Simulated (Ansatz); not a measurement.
**HfO2: random displacements**

The calculation used DFT r2SCAN, scalar-relativistic, plane waves, PAW (Ansatz). Cutoff 500 eV, Γ-centred 6×6×6 k-points, Gaussian smearing of 0.05 eV. Spin–orbit coupling is left out, which matters for the heavy elements here. No spin polarisation. Energies are free energies at this smearing, counted from the undisturbed cell; pressure is positive in compression.

Zero of the scan (relaxed at this level; this form isn't the usual structure):

```
Hf O
1.0
     3.57682    0.00000    0.00000
     0.00000    3.57682    0.00000
     0.00000    0.00000    5.20267
Hf O
2 4
Direct
  0.50000 0.50000 0.50000
  0.00000 0.00000 0.00000
  0.00000 0.50000 0.69616
  0.50000 0.00000 0.80384
  0.50000 0.00000 0.30384
  0.00000 0.50000 0.19616
```

The atoms are displaced (Å, in the unstrained cell):

```
atom ux uy uz
 Hf1  -0.045  -0.147  -0.073
 Hf2   0.101  -0.031   0.016
  O3  -0.097   0.134  -0.117
  O4   0.050  -0.019   0.071
  O5  -0.021  -0.034   0.092
  O6   0.013   0.097   0.011
```

The cell is not strained.

(1) What are the energy change, the stress and the forces?

Results:

(1) ΔE = 117.7 meV/atom; stress (xx, yy, zz, yz, xz, xy; compression positive) (1.29, 12.23, 8.91, 3.30, -1.80, 0.46) GPa; gap on the mesh 5.15 eV.
```tsv
atom	Fx (eV/Å)	Fy	Fz
Hf1	-0.43	2.56	2.43
Hf2	-0.73	0.91	-1.10
O3	1.80	-0.83	1.03
O4	-0.52	1.11	0.12
O5	-0.08	-1.20	-1.87
O6	-0.04	-2.56	-0.60
```

Cost: 1 run of about 1.2 core-minutes, on Intel Xeon Platinum 8375C (Ice Lake) (shared hosts).